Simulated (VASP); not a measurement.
# Settings for NaF: energy along a vibration (SMASS = -2)

NaF, Fm-3m (no. 225), atoms displaced along the mode, 2 atoms in the cell. PBE, energy along a line of displacements; PAW potentials Na, F (PBE set). VASP 6.6.1.

Wanted: harmonic frequency within 1 %.

Space group without the displacement: Fm-3m (no. 225); Mode: optical mode at Gamma along x.

POSCAR:
```
NaF
1.0
    0.0000000000      2.3200000000      2.3200000000
    2.3200000000      0.0000000000      2.3200000000
    2.3200000000      2.3200000000      0.0000000000
Na F
1 1
Direct
    0.0078012130     -0.0078012130     -0.0078012130
    0.4905598337      0.5094401663      0.5094401663

    0.0090494070   0.0000000000   0.0000000000
   -0.0109505930   0.0000000000   0.0000000000
```

The series start from k mesh: 6 × 6 × 6; Cutoff (eV): 520; Step along the mode (Å): 0.02; Precision and projection: Accurate, reciprocal space. Each series keeps the choices made before it, and each single choice may use up half of a tolerance.

## k mesh

| k mesh | Harmonic frequency (THz) | Time (s) |
|---|---|---|
| 3 × 3 × 3 | 6.848 | 17 |
| 4 × 4 × 4 | 6.858 | 28 |
| 5 × 5 × 5 | 6.859 | 41 |
| 6 × 6 × 6 | 6.859 | 62 |
| 7 × 7 × 7 | 6.859 | 73 |
| 9 × 9 × 9 (reference) | 6.859 | 134 |

Chosen: 3 × 3 × 3, the loosest value from which every tighter one stays within half of the tolerance.

## Cutoff (eV)

| Cutoff (eV) | Harmonic frequency (THz) | Time (s) |
|---|---|---|
| 280 | 6.694 | 10 |
| 340 | 6.824 | 12 |
| 400 | 6.871 | 15 |
| 460 | 6.849 | 14 |
| 520 | 6.848 | 17 |
| 600 (reference) | 6.882 | 25 |

Chosen: 400.

## Precision and projection

| Precision and projection | Harmonic frequency (THz) | Time (s) |
|---|---|---|
| Accurate, reciprocal space | 6.871 | 15 |
| Normal, reciprocal space | 6.894 | 8.4 |
| Normal, Auto | 7.615 | 8.9 |

Chosen: Normal, reciprocal space, the fastest of those that stay within half of the tolerance.

## All choices together

| Input | Harmonic frequency (THz) | Time (s) |
|---|---|---|
| defaults on a coarse mesh (naive) | 6.942 | 7.6 |
| chosen settings | 6.894 | 8.4 |
| reference settings throughout | 6.894 | 287 |

The tolerance is met.

## The input

INCAR:
```
  ALGO = Normal
  EDIFF = 1E-7
  ENCUT = 400
  GGA = PE
  IBRION = 0
  ISMEAR = 0
  ISYM = 0
  IWAVPR = 11
  KPAR = 2
  LASPH = T
  LCHARG = F
  LREAL = F
  LWAVE = F
  NELMIN = 4
  NSW = 9
  POTIM = 1
  PREC = Normal
  SIGMA = 0.03
  SMASS = -2
```

KPOINTS:
```
Automatic mesh
0
Gamma
  3 3 3
  0 0 0
```

Commands:
```
cat potpaw_PBE.64/Na/POTCAR potpaw_PBE.64/F/POTCAR > POTCAR
mpirun -np 2 vasp_std > vasp.out
```

The naive input happens to agree within the tolerance here, in 7.6 s.

The chosen input took VASP 6.6.1 8.4 s on 2 cores (Intel Xeon Platinum 8375C @ 2.90GHz (Ice Lake)), a shared host.

## An input that fails: POTIM multiplies the typed steps tenfold

It runs to its end, but against the unchanged starting input it is off by 5930 % in the harmonic frequency.

Changes against the starting input:
```
- POTIM = 1
+ POTIM = 10
```
